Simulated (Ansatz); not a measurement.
# SnTe (F-43m) in Ansatz: further runs

One crystal, SnTe, is run at these levels: r2SCAN; tasks: relaxation of cell and atoms.

Everything below comes from runs of Ansatz 0.2.0. Logs are shortened: lines on timing, memory, paths and dates and some standing lists are left out, and cuts for length are marked.

## (1) The structure

Symmetry: F-43m, No. 216, cubic system. Conventional cell: a = 7.222 Å, b = 7.222 Å, c = 7.222 Å, α = 90.00°, β = 90.00°, γ = 90.00°. Te (site symmetry -43m) is surrounded by 4 Sn at 3.13 Å. Around Sn (site symmetry -43m) lie 4 Te at 3.13 Å.

Measurements of this composition are mostly on another form, of space group No. 225.

## (2) Relaxation of cell and atoms, r2SCAN

File input.yaml:

```yaml
crystal:
  lattice:
    - [0.0, 3.611146, 3.611146]
    - [3.611146, 0.0, 3.611146]
    - [3.611146, 3.611146, 0.0]
  atoms:
    - { symbol: Te, position: [0.25, 0.25, 0.25] }
    - { symbol: Sn, position: [0.0, 0.0, 0.0] }
hamiltonian:
  xc: r2scan
  pseudopotentials: { kind: paw }
kpoints:
  mp_grid: { grid: [7, 7, 7] }
scf:
  occupations: { method: fermi_dirac, width: 0.05 }
output:
  forces: true
  stress: true
  eigenvalues: true
  write_density: true
  write_potential: true
  elf: true
  volumetric_format: npy
relax:
  f_tol: 0.01
  max_steps: 40
  cell: { stress_tol: 0.05 }
```

Potentials or basis: Ansatz PAW.

Command:

```console
> ansatz run input.yaml --threads 2 --pin off --max-ram 5632MiB --backend cpu --events-out ev --progress --plain --runs-dir out
```

The program printed:

```text
Warning: RAYON_NUM_THREADS=2 ignored (pool sized by the plan → 2); use --threads N
Engine: ansatz 0.2.0, aarch64-unknown-linux-gnu
Pseudopotentials: kind: paw
Pseudopotential: Te, paw, valence charge 16, recommended cutoff 500 eV (meta_gga), Te.paw.azcp
Pseudopotential: Sn, paw, valence charge 14, recommended cutoff 500 eV (meta_gga), Sn.paw.azcp
Functional definition: r2SCAN
  parameter k0 = 0.174
  parameter k1 = 0.065
  parameter a1 = 4.9479
  exchange = r2scan_x(k0 = k0, k1 = k1, a1 = a1)
  correlation = r2scan_c
Crystal: 2 atoms, lattice volume = 94.181 Å³
Basis set: ecut = 500 eV, 2421 PW (Γ), exchange–correlation on 160×160×160 points (64 copies of the dense FFT grid, shifted against one another)
Bands: 19, of which v1, the nominal top of the filled ones, is band 15 counted from 1 (14 counted from 0)
Symmetry: 24 space group operations
Space group: F-43m (ITA 216), of the structure as read, at distance tolerance 4.5e-5 Å
k-points: 20 of 343 (time reversal used)
Non-local potential: Te, projectors of the file, l = 0: 2, l = 1: 2, l = 2: 2, l = 3: 2
Non-local potential: Sn, projectors of the file, l = 0: 2, l = 1: 2, l = 2: 2, l = 3: 2
PAW form: soft (Blöchl's): semilocal exchange-correlation on the pseudo side does not see the compensation charge
PAW frozen core: Te, regenerated for the run's functional (the file was generated under x = pbe(κ = 0.804, μ = 0.2195149727645171), c = pbe(β = 0.06672455060314922))
PAW frozen core: Sn, regenerated for the run's functional (the file was generated under x = pbe(κ = 0.804, μ = 0.2195149727645171), c = pbe(β = 0.06672455060314922))
PAW one-centre angular grid: Te, 590 points (default); XC on 160 Gauss nodes
PAW one-centre angular grid: Sn, 590 points (default); XC on 249 of its mesh's 2787 points in the sphere
Initial density: superposition of atomic densities (neutral atoms: chi_scale 0, normalization atom), corrected by the library's trained network
Initial wavefunctions: pseudopotential atomic-orbital guess
Functional: x = r2scan, c = r2scan; τ floored in thin density (d = 2e-4 eV/Å³)
SCF iter   1: F=—  HF=-13033.364172 eV  |F-HF|=—  |Δ(HF+E_count)|=         —  Δρ=3.98e-3  dr2=2.67e-2  dr2_τ=7.45e-4  ethr=1.77e-3  ⟨swp⟩=6.5  Hψ=2049  notcnv=0
preconditioner: auto → none  [insulator: Δε(μ)=0.451 eV  Ē_g=8.220 eV  σ=0.050 eV  W_gap=0.97  n_scr=14 (ndim 8)  ℏωp=12.1 eV  f_vac=0.196  D(μ)=0.03/eV (n_scr^D=0)  ε∞_Penn≈3.2]
SCF iter   2: F=—  HF=-13033.361989 eV  |F-HF|=—  |Δ(HF+E_count)|=   2.18e-3  Δρ=1.40e-3  dr2=2.07e-3  dr2_τ=1.36e-4  ethr=8.90e-5  ⟨swp⟩=3.5  Hψ=850  notcnv=0
SCF iter   3: F=—  HF=-13033.361782 eV  |F-HF|=—  |Δ(HF+E_count)|=   2.07e-4  Δρ=7.02e-4  dr2=5.40e-4  dr2_τ=7.84e-6  ethr=6.88e-6  ⟨swp⟩=2.0  Hψ=680  notcnv=0
SCF iter   4: F=—  HF=-13033.361876 eV  |F-HF|=—  |Δ(HF+E_count)|=   9.40e-5  Δρ=3.57e-4  dr2=9.43e-5  dr2_τ=1.96e-6  ethr=1.80e-6  ⟨swp⟩=2.2  Hψ=489  notcnv=0
SCF iter   5: F=—  HF=-13033.361897 eV  |F-HF|=—  |Δ(HF+E_count)|=   2.15e-5  Δρ=9.74e-5  dr2=5.63e-6  dr2_τ=1.32e-7  ethr=3.14e-7  ⟨swp⟩=2.2  Hψ=608  notcnv=0
SCF iter   6: F=—  HF=-13033.361901 eV  |F-HF|=—  |Δ(HF+E_count)|=   3.72e-6  Δρ=1.14e-5  dr2=1.21e-7  dr2_τ=1.47e-9  ethr=1.88e-8  ⟨swp⟩=2.0  Hψ=580  notcnv=0
SCF iter   7: F=-13033.361901 eV  HF=-13033.361901 eV  |F-HF|=7.33e-10  |Δ(HF+E_count)|=   6.89e-8  Δρ=1.09e-6  dr2=5.93e-10  dr2_τ=3.91e-11  ethr=3.33e-10  ⟨swp⟩=10.6  Hψ=2725  notcnv=0
SCF 1 converged in 7 iterations: F = -13033.361901 eV  dr2 = 5.93e-10
relax step   1: F+E_penalty+E_count = -13033.36190083 eV  Δ(F+E_penalty+E_count) = +0.000e0 eV  max|allowed force component| = 3.146e-16 eV/Å  Δτ_max = 0.0000 Å  P = -0.584 GPa  Ω = 94.181 Å³  (7 SCF iters, dr2 threshold 1.00e-7 eV, accepted)
Crystal: 2 atoms, lattice volume = 92.022 Å³
Basis set: ecut = 500 eV, 2277 PW (Γ), exchange–correlation on 160×160×160 points (64 copies of the dense FFT grid, shifted against one another)
Initial density: handed on by an earlier stage of this run
Initial wavefunctions: those handed on with the density
iter 1 solved again at ethr=3.85e-6 eV; its pass at ethr=3.10e-3 eV (dr2=1.15e-3 eV) is discarded
SCF iter   1: F=—  HF=-13033.358636 eV  |F-HF|=—  |Δ(HF+E_count)|=         —  Δρ=6.47e-4  dr2=1.15e-3  dr2_τ=2.08e-3  ethr=3.85e-6  ⟨swp⟩=2.0  Hψ=2529  notcnv=0
preconditioner: auto → none  [insulator: Δε(μ)=0.327 eV  Ē_g=8.275 eV  σ=0.050 eV  W_gap=0.91  n_scr=14 (ndim 8)  ℏωp=12.2 eV  f_vac=0.200  D(μ)=0.10/eV (n_scr^D=0)  ε∞_Penn≈3.2]
SCF iter   2: F=—  HF=-13033.366098 eV  |F-HF|=—  |Δ(HF+E_count)|=   7.46e-3  Δρ=4.42e-4  dr2=5.81e-4  dr2_τ=7.66e-6  ethr=3.84e-6  ⟨swp⟩=2.4  Hψ=687  notcnv=0
SCF iter   3: F=—  HF=-13033.365945 eV  |F-HF|=—  |Δ(HF+E_count)|=   1.53e-4  Δρ=1.34e-4  dr2=4.33e-5  dr2_τ=3.60e-7  ethr=1.94e-6  ⟨swp⟩=2.0  Hψ=439  notcnv=0
SCF iter   4: F=—  HF=-13033.365953 eV  |F-HF|=—  |Δ(HF+E_count)|=   8.19e-6  Δρ=4.59e-5  dr2=4.78e-6  dr2_τ=1.17e-7  ethr=1.44e-7  ⟨swp⟩=2.0  Hψ=480  notcnv=0
SCF iter   5: F=—  HF=-13033.365953 eV  |F-HF|=—  |Δ(HF+E_count)|=   7.36e-7  Δρ=2.19e-5  dr2=1.27e-6  dr2_τ=5.97e-9  ethr=1.59e-8  ⟨swp⟩=1.0  Hψ=380  notcnv=0
SCF iter   6: F=-13033.365952 eV  HF=-13033.365952 eV  |F-HF|=5.43e-8  |Δ(HF+E_count)|=   2.76e-7  Δρ=6.08e-6  dr2=9.14e-8  dr2_τ=3.12e-10  ethr=6.67e-10  ⟨swp⟩=8.0  Hψ=2486  notcnv=0
SCF 2 converged in 6 iterations: F = -13033.365952 eV  dr2 = 9.14e-8
relax step   2: F+E_penalty+E_count = -13033.36595240 eV  Δ(F+E_penalty+E_count) = -4.052e-3 eV  max|allowed force component| = 2.313e-16 eV/Å  Δτ_max = 0.0000 Å  P = +0.006 GPa  Ω = 92.022 Å³  energy of the carried Pulay correction = +9.006e-5 eV  (6 SCF iters, dr2 threshold 2.00e-7 eV, accepted)
Initial wavefunctions: pseudopotential atomic-orbital guess (no wavefunctions were taken with the density)
iter 1 solved again at ethr=3.91e-7 eV; its pass at ethr=3.10e-3 eV (dr2=1.17e-4 eV) is discarded
SCF iter   1: F=—  HF=-13033.365871 eV  |F-HF|=—  |Δ(HF+E_count)|=         —  Δρ=1.02e-5  dr2=1.20e-7  dr2_τ=5.95e-8  ethr=3.91e-7  ⟨swp⟩=3.0  Hψ=3099  notcnv=0
eigensolver tolerance schedule: the retry pair's looser diagonalisation over-reported the residual by 975.02 of it (diagonalisation noise at 0.14 of the residual, at the tolerance the schedule requests for it); recorded, not acted on — ethr = c·dr2/N_el stays at c = 1.0e-1
preconditioner: auto → none  [insulator: Δε(μ)=0.345 eV  Ē_g=8.262 eV  σ=0.050 eV  W_gap=0.92  n_scr=14 (ndim 8)  ℏωp=12.2 eV  f_vac=0.202  D(μ)=0.09/eV (n_scr^D=0)  ε∞_Penn≈3.2]
SCF iter   2: F=—  HF=-13033.365872 eV  |F-HF|=—  |Δ(HF+E_count)|=   1.18e-6  Δρ=4.81e-6  dr2=1.74e-8  dr2_τ=1.16e-9  ethr=4.00e-10  ⟨swp⟩=2.8  Hψ=717  notcnv=0
SCF iter   3: F=—  HF=-13033.365872 eV  |F-HF|=—  |Δ(HF+E_count)|=  5.17e-10  Δρ=2.67e-6  dr2=1.91e-9  dr2_τ=3.21e-10  ethr=5.81e-11  ⟨swp⟩=2.9  Hψ=701  notcnv=0
SCF iter   4: F=—  HF=-13033.365872 eV  |F-HF|=—  |Δ(HF+E_count)|=   3.56e-9  Δρ=7.48e-7  dr2=1.63e-10  dr2_τ=2.12e-11  ethr=6.36e-12  ⟨swp⟩=2.0  Hψ=480  notcnv=0
SCF iter   5: F=-13033.365872 eV  HF=-13033.365872 eV  |F-HF|=1.46e-11  |Δ(HF+E_count)|=  3.33e-10  Δρ=1.26e-7  dr2=7.25e-12  dr2_τ=5.85e-13  ethr=1.00e-12  ⟨swp⟩=7.3  Hψ=1969  notcnv=0
SCF 3 converged in 5 iterations: F = -13033.365872 eV  dr2 = 7.25e-12
relax step   3: F+E_penalty+E_count = -13033.36587245 eV  Δ(F+E_penalty+E_count) = +7.996e-5 eV  max|allowed force component| = 3.284e-16 eV/Å  Δτ_max = 0.0000 Å  P = +0.006 GPa  Ω = 92.022 Å³  stress off target by 5.53e-3 GPa  SCF on the basis re-selected at this cell (its energy is not comparable with the rows above)  (5 SCF iters)
basis re-selected at this cell: Δ(F+E_penalty+E_count) = +7.996e-5 eV, ΔP = -0.001 GPa vs the last step (what re-selecting the basis moved, of the pressure what is left beyond the Pulay correction that the steps carried, after the strain that the cell walked since its last selection, with what the two solves' SCF thresholds leave and, on support functions, any second-order correction that the steps lacked; it is no measure of the basis error at this ecutwfc). This SCF's stress stands 5.53e-3 GPa from its target on what of the cell is left free (relax.cell.stress_tol is 5.00e-2 GPa) and its largest allowed force component is 3.28e-16 eV/Å (relax.f_tol is 1.00e-2 eV/Å): within both
SCF converged after 5 iterations
Free energy (F): -13033.365872 eV
Harris-Foulkes:  -13033.365872 eV  (|F-HF|=1.46e-11)
Internal energy: -13033.364832 eV  (E = F + TS)
E sigma→0 (E₀):  -13033.365352 eV
Entropy (-TS):   -0.001040 eV (-0.520 meV/atom)
Fermi energy:    5.182411 eV
--- Per-component energies (eV) ---
  E_band       = -500.109620
  E_kinetic    = 363.724777
  E_local      = -2991.116307  (includes V_loc(G=0)·N_el)
  E_nonlocal   = -343.930527
  E_hartree    = 1710.611089
  E_xc         = -489.829539
  E_vxc        = -215.944058  (∫ρ·V_xc dr)
  E_paw        = -8840.973937  (= ΣΔE_a)
  E_vpaw       = -747.828910  (= ΣTr[D̂ρ^β])
  E_aug_tail   = -0.000037  (compensation charges beyond the density's cutoff)
  E_vtau       = 13.763247  (kinetic-family band-sum trace: ∫τ·v_τ [+ j·A + Jᵃ·Aᵃ] dr)
  E_ewald      = -2442.870528
  E_core_change = 1.020175  (= ΣΔE_core)
  E_smearing   = -0.001040  (= −TS)
  E_closure    = -0.000000  (closes the sum)
  Σ components = -13033.365872   (vs F -13033.365872, Δ=0.00e0)
--- Forces (eV/Å), atoms counted from 1 ---
  atom   1  Te     0.00000000    -0.00000000    -0.00000000
  atom   2  Sn    -0.00000000     0.00000000     0.00000000
  max |Σ_I F_I| component: 4.90e-16 eV/Å
--- Stress (GPa, compression-positive) ---
        0.005535      -0.000000      -0.000000
       -0.000000       0.005535      -0.000000
       -0.000000      -0.000000       0.005535
  P = ⅓ Tr σ = 0.0055 GPa (0.055 kbar)
--- Band table (eV; the first three rows and the last of 20) ---
  k-point 0: bands = ["-32.4767", "-32.4767", "-32.4767", "-32.4730", "-32.4730", "-17.4682", "-17.4682", "-17.4682", "-17.4565", "-17.4565", "-7.0405", "-0.0021", "2.9579", "2.9579", "2.9579", "6.2070", "6.2070", "6.2070", "9.4324"]
  k-point 1: bands = ["-32.4767", "-32.4767", "-32.4767", "-32.4730", "-32.4730", "-17.4685", "-17.4678", "-17.4678", "-17.4565", "-17.4565", "-6.9442", "-0.5153", "2.8266", "2.8266", "3.1319", "6.4029", "6.4290", "6.4290", "10.0647"]
  k-point 2: bands = ["-32.4767", "-32.4767", "-32.4767", "-32.4730", "-32.4730", "-17.4692", "-17.4671", "-17.4671", "-17.4565", "-17.4565", "-6.6998", "-1.4423", "2.5798", "2.5798", "3.1544", "6.8274", "6.8274", "7.3284", "10.7971"]
  k-point 19: bands = ["-32.4767", "-32.4766", "-32.4766", "-32.4730", "-32.4729", "-17.4713", "-17.4657", "-17.4647", "-17.4570", "-17.4561", "-6.1896", "-2.5410", "1.3021", "1.7290", "4.9739", "6.6949", "7.6728", "8.4966", "10.4072"]
--- Relaxed structure (2 steps of the walk, 2 accepted, 1 SCFs on fresh bases) ---
  F+E_penalty+E_count = -13033.36587245 eV   max|allowed force component| = 3.284e-16 eV/Å   (the final SCF, on the basis selected at the relaxed cell)
  cell:  # Å, volume = 92.0225 Å³
    - [2.5476860164477955e-34, 3.5833394698818704, 3.5833394698818704]
    - [3.5833394698818704, -4.585834829606032e-34, 3.5833394698818704]
    - [3.5833394698818704, 3.5833394698818704, -2.038148813158236e-34]
  atoms:
    - { symbol: Te, position: [0.25, 0.25, 0.25] }
    - { symbol: Sn, position: [1.2266573747200033e-33, -1.1911020884962352e-33, -1.0844362298249305e-33] }
```

Run time: 13 s. Hardware: 2 threads of Arm Neoverse V2, shared host; peak memory 0.6 GiB.

What came out:

* Free energy: -13033.3659 eV
* Relaxed volume: 46.01 Å³/atom
* Relaxed cell: a = 5.068 Å, b = 5.068 Å, c = 5.068 Å, α = 60.00°, β = 60.00°, γ = 60.00°
* Space group after relaxing (to 0.05 Å): F-43m (No. 216)
* Energy gained by relaxing: 2.0 meV/atom
* Ionic steps: 3
* Pressure after relaxing: 0.0 GPa
* Band gap on the k mesh: 0.34 eV, indirect (least direct gap 0.90 eV)

The path:
| step | energy change (eV) | largest force (eV/Å) | volume (Å³) |
| --- | --- | --- | --- |
| 1 | 0.0000 | 0.0000 | 94.18 |
| 2 | -0.0041 | 0.0000 | 92.02 |
| 3 | -0.0040 | 0.0000 | 92.02 |

Final structure:
```yaml
crystal:
  lattice:
    - [0.00000, 3.58334, 3.58334]
    - [3.58334, 0.00000, 3.58334]
    - [3.58334, 3.58334, 0.00000]
  atoms:
    - { symbol: Te, position: [0.25000, 0.25000, 0.25000] }
    - { symbol: Sn, position: [0.00000, 0.00000, 0.00000] }
```

Levels at points of the mesh, in eV from the valence-band top:
| k point | band 11 | band 12 | band 13 | band 14 | band 15 | band 16 | band 17 | band 18 | band 19 |
| --- | --- | --- | --- | --- | --- | --- | --- | --- | --- |
| (0.00, 0.00, 0.00) | -12.01 | -4.98 | -2.02 | -2.02 | -2.02 | 1.23 | 1.23 | 1.23 | 4.46 |

Caveat: odd divisions of the mesh miss points on the zone boundary, where band edges often lie, so the gap on the mesh can be too wide; the plane-wave basis is chosen anew once the cell has moved, so the energies of steps on either side of that aren't comparable; spin-orbit coupling is left out, which moves the levels of the heavy elements; the PAW data sets come from PBE, with cores solved anew for the run's functional, which leaves a small shift of forces and pressure. A k mesh can miss the band edges.

## (3) Relaxation of cell and atoms, r2SCAN, target pressure 2 GPa, at which the enthalpy is minimised

input.yaml, as its differences from that of step 2:

```diff
@@ -19,6 +19,2 @@
   eigenvalues: true
-  write_density: true
-  write_potential: true
-  elf: true
-  volumetric_format: npy
 relax:
@@ -26,2 +22,2 @@
   max_steps: 40
-  cell: { stress_tol: 0.05 }
+  cell: { stress_tol: 0.05, p_target: 2.0 }
```

Potentials or basis: Ansatz PAW.

Command:

```console
> ansatz run input.yaml --threads 2 --pin off --max-ram 5632MiB --backend cpu --events-out ev --progress --plain --runs-dir out
```

The program printed:

```text
Warning: RAYON_NUM_THREADS=2 ignored (pool sized by the plan → 2); use --threads N
Engine: ansatz 0.2.0, aarch64-unknown-linux-gnu
Pseudopotentials: kind: paw
Pseudopotential: Te, paw, valence charge 16, recommended cutoff 500 eV (meta_gga), Te.paw.azcp
Pseudopotential: Sn, paw, valence charge 14, recommended cutoff 500 eV (meta_gga), Sn.paw.azcp
Functional definition: r2SCAN
  parameter k0 = 0.174
  parameter k1 = 0.065
  parameter a1 = 4.9479
  exchange = r2scan_x(k0 = k0, k1 = k1, a1 = a1)
  correlation = r2scan_c
Crystal: 2 atoms, lattice volume = 94.181 Å³
Basis set: ecut = 500 eV, 2421 PW (Γ), exchange–correlation on 160×160×160 points (64 copies of the dense FFT grid, shifted against one another)
Bands: 19, of which v1, the nominal top of the filled ones, is band 15 counted from 1 (14 counted from 0)
Symmetry: 24 space group operations
Space group: F-43m (ITA 216), of the structure as read, at distance tolerance 4.5e-5 Å
k-points: 20 of 343 (time reversal used)
Non-local potential: Te, projectors of the file, l = 0: 2, l = 1: 2, l = 2: 2, l = 3: 2
Non-local potential: Sn, projectors of the file, l = 0: 2, l = 1: 2, l = 2: 2, l = 3: 2
PAW form: soft (Blöchl's): semilocal exchange-correlation on the pseudo side does not see the compensation charge
PAW frozen core: Te, regenerated for the run's functional (the file was generated under x = pbe(κ = 0.804, μ = 0.2195149727645171), c = pbe(β = 0.06672455060314922))
PAW frozen core: Sn, regenerated for the run's functional (the file was generated under x = pbe(κ = 0.804, μ = 0.2195149727645171), c = pbe(β = 0.06672455060314922))
[... 70 lines left out ...]
  E_paw        = -8841.015342  (= ΣΔE_a)
  E_vpaw       = -747.875723  (= ΣTr[D̂ρ^β])
  E_aug_tail   = -0.000038  (compensation charges beyond the density's cutoff)
  E_vtau       = 13.753574  (kinetic-family band-sum trace: ∫τ·v_τ [+ j·A + Jᵃ·Aᵃ] dr)
  E_ewald      = -2496.753337
  E_core_change = 1.020175  (= ΣΔE_core)
  E_smearing   = -0.003167  (= −TS)
  E_closure    = 0.000000  (closes the sum)
  Σ components = -13033.331914   (vs F -13033.331914, Δ=0.00e0)
--- Forces (eV/Å), atoms counted from 1 ---
  atom   1  Te     0.00000000    -0.00000000    -0.00000000
  atom   2  Sn    -0.00000000     0.00000000     0.00000000
  max |Σ_I F_I| component: 3.56e-16 eV/Å
--- Stress (GPa, compression-positive) ---
        1.951233      -0.000000      -0.000000
       -0.000000       1.951233      -0.000000
       -0.000000      -0.000000       1.951233
  P = ⅓ Tr σ = 1.9512 GPa (19.512 kbar)
--- Band table (eV; the first three rows and the last of 20) ---
  k-point 0: bands = ["-31.9237", "-31.9237", "-31.9237", "-31.9186", "-31.9186", "-16.7576", "-16.7576", "-16.7576", "-16.7409", "-16.7409", "-6.7002", "0.9362", "3.5140", "3.5140", "3.5140", "6.8728", "6.8728", "6.8728", "10.1687"]
  k-point 1: bands = ["-31.9237", "-31.9237", "-31.9237", "-31.9186", "-31.9186", "-16.7581", "-16.7571", "-16.7571", "-16.7408", "-16.7408", "-6.5916", "0.2882", "3.3693", "3.3693", "3.7705", "7.1026", "7.1140", "7.1140", "10.8412"]
  k-point 2: bands = ["-31.9237", "-31.9236", "-31.9236", "-31.9186", "-31.9186", "-16.7592", "-16.7560", "-16.7560", "-16.7408", "-16.7408", "-6.3130", "-0.8071", "3.0996", "3.0996", "3.8230", "7.5364", "7.5364", "8.1517", "11.5426"]
  k-point 19: bands = ["-31.9237", "-31.9236", "-31.9235", "-31.9186", "-31.9185", "-16.7622", "-16.7542", "-16.7528", "-16.7415", "-16.7403", "-5.7174", "-2.0404", "1.6956", "2.1654", "5.7612", "7.4788", "8.4171", "9.2920", "11.2041"]
--- Relaxed structure (3 steps of the walk, 3 accepted, 1 SCFs on fresh bases) ---
  F+E_penalty+E_count = -13033.33191389 eV   max|allowed force component| = 2.660e-16 eV/Å   (the final SCF, on the basis selected at the relaxed cell)
  cell:  # Å, volume = 86.1923 Å³
    - [5.018941452402156e-33, 3.5060068821340162, 3.5060068821340162]
    - [3.5060068821340162, -4.050820766151994e-33, 3.5060068821340162]
    - [3.5060068821340162, 3.5060068821340162, -2.5476860164477946e-33]
  atoms:
    - { symbol: Te, position: [0.25, 0.25, 0.25] }
    - { symbol: Sn, position: [2.94219993501682e-33, -2.7466458607860946e-33, -2.94219993501682e-33] }
```

Wall time 16 s (2 threads of Arm Neoverse V2, shared host); peak memory 0.6 GiB.

Results:

```yaml
Free_energy: -13033.3319 eV
Relaxed_volume: 43.10 Å³/atom
Relaxed_cell: a = 4.958 Å, b = 4.958 Å, c = 4.958 Å, α = 60.00°, β = 60.00°, γ = 60.00°
Space_group_after_relaxing_to_0.05_Å: F-43m (No. 216)
Energy_change_on_relaxing_the_enthalpy_is_what_falls: +15.0 meV/atom
Ionic_steps: 4
Pressure_after_relaxing: 2.0 GPa
Band_gap_on_the_k_mesh: 0.17 eV, indirect (least direct gap 0.82 eV)
```

The path:
| step | energy change (eV) | largest force (eV/Å) | volume (Å³) |
| --- | --- | --- | --- |
| 1 | 0.0000 | 0.0000 | 94.18 |
| 2 | 0.0478 | 0.0000 | 84.88 |
| 3 | 0.0297 | 0.0000 | 86.19 |
| 4 | 0.0300 | 0.0000 | 86.19 |

Final structure:
```
CELL_PARAMETERS angstrom
0.00000 3.50601 3.50601
3.50601 0.00000 3.50601
3.50601 3.50601 0.00000
ATOMIC_POSITIONS crystal
Te 0.25000 0.25000 0.25000
Sn 0.00000 0.00000 0.00000
```

Levels at points of the mesh, in eV from the valence-band top:
| k point | band 11 | band 12 | band 13 | band 14 | band 15 | band 16 | band 17 | band 18 | band 19 |
| --- | --- | --- | --- | --- | --- | --- | --- | --- | --- |
| (0.00, 0.00, 0.00) | -12.46 | -4.82 | -2.25 | -2.25 | -2.25 | 1.11 | 1.11 | 1.11 | 4.41 |

Caveat: odd divisions of the mesh miss points on the zone boundary, where band edges often lie, so the gap on the mesh can be too wide; the plane-wave basis is chosen anew once the cell has moved, so the energies of steps on either side of that aren't comparable; spin-orbit coupling is left out, which moves the levels of the heavy elements; the PAW data sets come from PBE, with cores solved anew for the run's functional, which leaves a small shift of forces and pressure.

(Continued in part 2 of 2.)
